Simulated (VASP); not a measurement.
# CaSe, relaxation of the atoms: which settings are enough?

CaSe, P1 (no. 1), 8 atoms in the cell. PBE, relaxation of the atoms; PAW potentials Se, Ca_sv (PBE set). VASP 6.6.1.

Wanted: energy within 1 meV/atom; two shortest distances of each atom within 0.01 Å.

POSCAR:
```
CaSe
1.0
    5.9120000000      0.0000000000      0.0000000000
    0.0000000000      5.9120000000      0.0000000000
    0.0000000000      0.0000000000      5.9120000000
Se Ca
4 4
Direct
    0.5075590000      0.5048670000      0.5010480000
   -0.0117620000      0.0058490000      0.5024060000
   -0.0027830000      0.5020490000      0.0014480000
    0.5069560000     -0.0044280000      0.0035820000
   -0.0051210000     -0.0066700000     -0.0084750000
    0.5105270000      0.4957040000     -0.0062520000
    0.4943460000     -0.0077750000      0.4972710000
    0.0002790000      0.5104040000      0.5089730000
```

The series start from Force threshold EDIFFG (eV/Å): -0.02; Electronic threshold EDIFF (eV): 1e-6; Relaxation method: conjugate gradient, POTIM 0.5; Mixing and least electronic steps: default. Each series keeps the choices made before it, and each single choice may use up half of a tolerance.

## Force threshold EDIFFG (eV/Å)

| Force threshold EDIFFG (eV/Å) | Energy less reference (meV/atom) | Two shortest distances of each atom, largest deviation (Å) | SCF iterations | Time (s) |
|---|---|---|---|---|
| -0.1 | 1.1 | 0.010 | 28 | 31 |
| -0.05 | 0.1 | 0.004 | 50 | 57 |
| -0.03 | 0.1 | 0.005 | 61 | 60 |
| -0.02 | 0.0 | 0.003 | 65 | 72 |
| -0.01 | 0.0 | 0.001 | 70 | 76 |
| -0.005 | 0.0 | 0.000 | 80 | 102 |
| -0.002 (reference) | 0.0 | 0.000 | 83 | 108 |

Chosen: -0.05, the loosest value from which every tighter one stays within half of the tolerance.

## Electronic threshold EDIFF (eV)

| Electronic threshold EDIFF (eV) | Energy less reference (meV/atom) | Two shortest distances of each atom, largest deviation (Å) | SCF iterations | Time (s) |
|---|---|---|---|---|
| 0.001 | 0.2 | 0.003 | 26 | 33 |
| 0.0001 | 0.0 | 0.001 | 34 | 44 |
| 1e-5 | 0.0 | 0.000 | 45 | 57 |
| 1e-6 | 0.0 | 0.000 | 50 | 57 |
| 1e-7 (reference) | 0.0 | 0.000 | 65 | 55 |

Chosen: 0.001.

## Relaxation method

| Relaxation method | Energy less reference (meV/atom) | Two shortest distances of each atom, largest deviation (Å) | SCF iterations | Time (s) |
|---|---|---|---|---|
| conjugate gradient, POTIM 0.5 | 0.0 | 0.000 | 26 | 33 |
| conjugate gradient, POTIM 0.2 | 0.2 | 0.004 | 35 | 40 |
| conjugate gradient, POTIM 1.0 | -0.2 | 0.005 | 39 | 42 |
| quasi-Newton, POTIM 0.5 | -0.2 | 0.006 | 29 | 32 |
| quasi-Newton, POTIM 0.3, 10 steps kept | -0.1 | 0.004 | 26 | 27 |
| quasi-Newton, POTIM 0.5, at least 5 electronic steps | -0.1 | 0.003 | 36 | 32 |
| damped dynamics, POTIM 0.2, SMASS 0.4 | -0.2 | 0.003 | 38 | 41 |
| damped dynamics, POTIM 0.4, SMASS 0.8 | -0.2 | 0.006 | 31 | 36 |
| velocity quench, POTIM 0.1 | 0.0 | 0.005 | 26 | 36 |

Chosen: conjugate gradient, POTIM 0.5; no other choice that stays within half of the tolerance saves 30 % of the time.

## Mixing and least electronic steps

| Mixing and least electronic steps | Energy less reference (meV/atom) | Two shortest distances of each atom, largest deviation (Å) | SCF iterations | Time (s) |
|---|---|---|---|---|
| default | 0.0 | 0.000 | 26 | 33 |
| MAXMIX 40 | -0.2 | 0.003 | 34 | 39 |
| NELMIN 4 | -0.2 | 0.003 | 60 | 56 |
| NELMIN 4, MAXMIX 40 | -0.2 | 0.004 | 43 | 43 |
| ALGO Fast | 0.1 | 0.004 | 34 | 38 |

Chosen: default.

## All choices together

| Input | Energy less reference (meV/atom) | Two shortest distances of each atom, largest deviation (Å) | Time (s) |
|---|---|---|---|
| program defaults (naive) | 0.1 | 0.006 | 45 |
| chosen settings | 0.3 | 0.008 | 33 |
| reference settings throughout | 0.0 | 0.000 | 97 |

The tolerance is met.

## The input

INCAR:
```
PREC     = Normal         # precision mode
ENCUT    = 300            # plane-wave cutoff, eV
EDIFF    = 0.001          # SCF threshold, eV
ISMEAR   = 0              # smearing method
SIGMA    = 0.05           # smearing width, eV
LREAL    = F              # projectors in reciprocal space
LASPH    = T              # aspherical terms in the spheres
NELM     = 100            # most SCF steps
ALGO     = Normal         # electronic algorithm
LWAVE    = F              # write WAVECAR
LCHARG   = F              # write CHGCAR
IBRION   = 2              # ionic algorithm
NSW      = 150            # ionic steps
ISIF     = 2              # what is computed and relaxed
EDIFFG   = -0.05          # ionic threshold
POTIM    = 0.5            # step
KPAR     = 8             
```

KPOINTS:
```
k-points
0
Gamma
  3 3 3
```

Commands:
```
cat potpaw_PBE.64/Se/POTCAR potpaw_PBE.64/Ca_sv/POTCAR > POTCAR
mpirun -np 8 vasp_std > vasp.out
```

The naive input happens to agree within the tolerance here, in 45 s.

Limits: the start was distorted on purpose (atoms moved at random), so the space group given is the start's and not the crystal's.

The chosen input took VASP 6.6.1 33 s on 8 cores (Intel Xeon Platinum 8259CL @ 2.50GHz (Skylake/Cascade Lake)), a shared host.

## An input that fails: ionic step far too long

VASP's message: internal error in: us.F  at line: 1398 internal ERROR SETYLM_AUG: 22 -54 19 19 21 1 -55 If you are not a developer, you should not encounter this problem. Please submit a bug report.

Changes against the starting input:
```
- NELM = 100
- IBRION = 2
- NSW = 150
- POTIM = 0.5
+ NELM = 60
+ IBRION = 3
+ NSW = 30
+ POTIM = 5.0
+ SMASS = 0.4
```
